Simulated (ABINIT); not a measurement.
# InAs (F-43m) in ABINIT: notebook, part 2 of 2

ABINIT 10.8.3 (patched build). Earlier steps stand in the parts before.

## (4) Band structure, PBE

Input file run.abi:

```
# Datasets: ground state, then fixed potential
ndtset 2

# Pseudopotentials
pp_dirpath "./"
pseudos "In.GGA_PBE-JTH_sp.xml, As.GGA_PBE-JTH_sp.xml"

# Structure
acell 4.2680965312 4.2680965312 4.2680965312 Angstrom
rprim
     0.0000000000     0.7071067812     0.7071067812
     0.7071067812     0.0000000000     0.7071067812
     0.7071067812     0.7071067812     0.0000000000
ntypat 2
znucl 49 33
natom 2
typat 1 2
xred
     0.0000000000     0.0000000000     0.0000000000
     0.7500000000     0.7500000000     0.7500000000

# Plane-wave basis
ecut 15.0
pawecutdg 30.0

# Exchange and correlation
ixc 11

# Bands and occupations
occopt 3
tsmear 0.00183747

# SCF cycle
nstep 100

# Output
iomode 3
prtwf 0
prteig 0
prtebands 0
enunit 1
prtden1 1

# Dataset 1
kptopt1 1
ngkpt1 8 8 8
nshiftk1 1
shiftk1 0.0 0.0 0.0
nband1 8
tolvrs1 1.0e-9

# Dataset 2: bands along G-X-W-K-G-L-U-W-L-K
iscf2 -2
getden2 1
nband2 12
nbdbuf2 2
tolwfr2 1.0e-12
kptopt2 -9
ndivsm2 8
prteig2 1
kptbounds2
     0.0000000000     0.0000000000     0.0000000000
     0.5000000000     0.0000000000     0.5000000000
     0.5000000000     0.2500000000     0.7500000000
     0.3750000000     0.3750000000     0.7500000000
     0.0000000000     0.0000000000     0.0000000000
     0.5000000000     0.5000000000     0.5000000000
     0.6250000000     0.2500000000     0.6250000000
     0.5000000000     0.2500000000     0.7500000000
     0.5000000000     0.5000000000     0.5000000000
     0.3750000000     0.3750000000     0.7500000000
```

Potentials or basis: JTH PAW PBE v2.0 sp.

Started as:

```bash
> abinit run.abi > log 2>&1
```

It took 33 s on 1 thread of Arm Neoverse V1, shared host; peak memory 0.12 GiB.

Results (log left out):

```
Free energy            : -231.5693 eV
Band gap on the k mesh : none (metal or under the smearing width)
```

Levels at the corners of the path, in eV from the Fermi level:
```csv
point,band 1,band 2,band 3,band 4,band 5,band 6,band 7,band 8
Γ,-11.94,-0.15,-0.05,-0.05,-0.05,3.92,3.92,3.92
X,-10.14,-5.90,-2.38,-2.38,1.50,2.03,9.29,9.31
W,-10.11,-5.73,-3.05,-2.93,4.27,4.29,5.04,6.09
K,-10.17,-5.75,-3.35,-2.01,2.09,4.30,7.37,7.49
Γ,-11.94,-0.15,-0.05,-0.05,-0.05,3.92,3.92,3.92
L,-10.66,-5.82,-1.04,-1.04,0.96,4.68,4.68,6.91
U,-10.17,-5.75,-3.35,-2.01,2.09,4.30,7.37,7.49
W,-10.11,-5.73,-3.05,-2.93,4.27,4.29,5.04,6.09
L,-10.66,-5.82,-1.04,-1.04,0.96,4.68,4.68,6.91
K,-10.17,-5.75,-3.35,-2.01,2.09,4.30,7.37,7.49
```

Caveat: the cutoff is too short for stress, so the log's stress isn't used; spin-orbit coupling is left out, which moves the levels of the heavy elements; this set keeps more shells in the core, which shifts pressures and gaps; this crystal is a semiconductor, whose small gap the functional closes, so the metal is an error of the method; the atomic spheres overlap.

## (5) Band structure, LDA, spin-orbit coupling, no magnetisation

Edit run.abi of step 4 so:

```diff
@@ -5,10 +5,10 @@
 pp_dirpath "./"
-pseudos "In.GGA_PBE-JTH_sp.xml, As.GGA_PBE-JTH_sp.xml"
+pseudos "In.LDA_PW-JTH_sp.xml, As.LDA_PW-JTH_sp.xml"
 
 # Structure
-acell 4.2680965312 4.2680965312 4.2680965312 Angstrom
+acell 3*1.0
 rprim
-     0.0000000000     0.7071067812     0.7071067812
-     0.7071067812     0.0000000000     0.7071067812
-     0.7071067812     0.7071067812     0.0000000000
+     0.0000000000     5.7031934441     5.7031934441
+     5.7031934441     0.0000000000     5.7031934441
+     5.7031934441     5.7031934441     0.0000000000
 ntypat 2
@@ -26,3 +26,3 @@
 # Exchange and correlation
-ixc 11
+ixc 7
 
@@ -30,3 +30,8 @@
 occopt 3
-tsmear 0.00183747
+tsmear 0.05 eV
+
+# Spin
+nspinor 2
+nspden 1
+pawspnorb 1
 
@@ -44,3 +49,3 @@
 # Dataset 1
-kptopt1 1
+kptopt1 4
 ngkpt1 8 8 8
@@ -48,3 +53,3 @@
 shiftk1 0.0 0.0 0.0
-nband1 8
+nband1 16
 tolvrs1 1.0e-9
@@ -54,3 +59,3 @@
 getden2 1
-nband2 12
+nband2 24
 nbdbuf2 2
@@ -58,3 +63,3 @@
 kptopt2 -9
-ndivsm2 8
+ndivsm2 6
 prteig2 1
```

Potentials or basis: JTH PAW LDA v2.0 sp.

Started as:

```bash
> abinit run.abi > log 2>&1
```

Wall time 2.3 min (1 thread of Arm Neoverse V1, shared host); peak memory 0.15 GiB.

Results (log left out):

```yaml
Free_energy: -235.6927 eV
Pressure: 1.0 GPa
Band_gap_on_the_k_mesh: none (metal or under the smearing width)
```

Levels at the corners of the path, in eV from the Fermi level:
```
point  band 4  band 5  band 6  band 7  band 8  band 9  band 10  band 11  band 12  band 13
    Γ   -0.47   -0.39   -0.39   -0.01   -0.01   -0.01    -0.01     3.43     3.43     3.91
    X   -6.07   -2.50   -2.50   -2.49   -2.49    1.29     1.29     1.84     1.84     8.93
    W   -5.88   -3.22   -3.13   -3.11   -2.99    3.97     4.13     4.16     4.17     4.67
    K   -5.90   -3.48   -3.48   -2.12   -2.11    1.88     1.88     4.09     4.15     7.02
    Γ   -0.47   -0.39   -0.39   -0.01   -0.01   -0.01    -0.01     3.43     3.43     3.91
    L   -5.99   -1.28   -1.28   -1.01   -1.01    0.71     0.71     4.43     4.43     4.62
    U   -5.90   -3.48   -3.48   -2.12   -2.11    1.88     1.88     4.09     4.15     7.02
    W   -5.88   -3.22   -3.13   -3.11   -2.99    3.97     4.13     4.16     4.17     4.67
    L   -5.99   -1.28   -1.28   -1.01   -1.01    0.71     0.71     4.43     4.43     4.62
    K   -5.90   -3.48   -3.48   -2.12   -2.11    1.88     1.88     4.09     4.15     7.02
```

Caveat: this set keeps more shells in the core, which shifts pressures and gaps; this crystal is a semiconductor, whose small gap the functional closes, so the metal is an error of the method; the atomic spheres overlap.

## (6) Summary

```csv
level,potentials or basis,spin,cutoff (eV),fine-grid cutoff,gap on the mesh (eV)
revPBE,JTH PAW PBE v2.0,off,463,925.187 eV,none
RPBE,JTH PAW PBE v2.0,off,463,925.187 eV,none
PBE,JTH PAW PBE v2.0 sp,off,408,816.342 eV,none
LDA,JTH PAW LDA v2.0 sp,"SOC, no magnetisation",408,816.342 eV,none
```

Alike in all rows: task band structure; cell as given; k mesh 8 × 8 × 8; smearing fermi-dirac 0.05 eV.

Caveats: this crystal is a semiconductor, whose small gap the functional closes, so the metal is an error of the method; spin-orbit coupling is left out, which moves the levels of the heavy elements (some runs); the PAW data sets were made with another functional, which shifts forces and pressure a little (some runs); this set keeps more shells in the core, which shifts pressures and gaps (some runs); the atomic spheres overlap (some runs).

Total energies depend on the potentials used, so only differences within one code and one set of settings carry meaning.

## (7) How close it comes

Step 2. A measured gap of InAs is 0.418 eV (direct; 4.2 K; a printed reference work, data compilation); the calculated 0.00 eV misses it by -0.42 eV. Spin-orbit coupling on As, In is left out. The value is that of revPBE on a finite k mesh, which can miss the band edges, without temperature or zero-point motion. Semilocal functionals fall short of measured gaps as a rule.

Step 3. A measured gap of InAs is 0.418 eV (direct; 4.2 K; a printed reference work, data compilation); the calculated 0.00 eV misses it by -0.42 eV. Spin-orbit coupling on As, In is left out. The value is that of RPBE on a finite k mesh, which can miss the band edges, without temperature or zero-point motion. Semilocal functionals fall short of measured gaps as a rule.

Step 4. Measured gap of InAs: 0.418 eV (direct; 4.2 K; a printed reference work, data compilation). This calculation gives 0.00 eV (-0.42 eV). Spin-orbit coupling on As, In is left out. The value is that of PBE on a finite k mesh, which can miss the band edges, without temperature or zero-point motion. Semilocal functionals fall short of measured gaps as a rule.

Step 5. Measured gap of InAs: 0.418 eV (direct; 4.2 K; a printed reference work, data compilation). This calculation gives 0.00 eV (-0.42 eV). The value is that of LDA on a finite k mesh, which can miss the band edges, without temperature or zero-point motion. Semilocal functionals fall short of measured gaps as a rule.
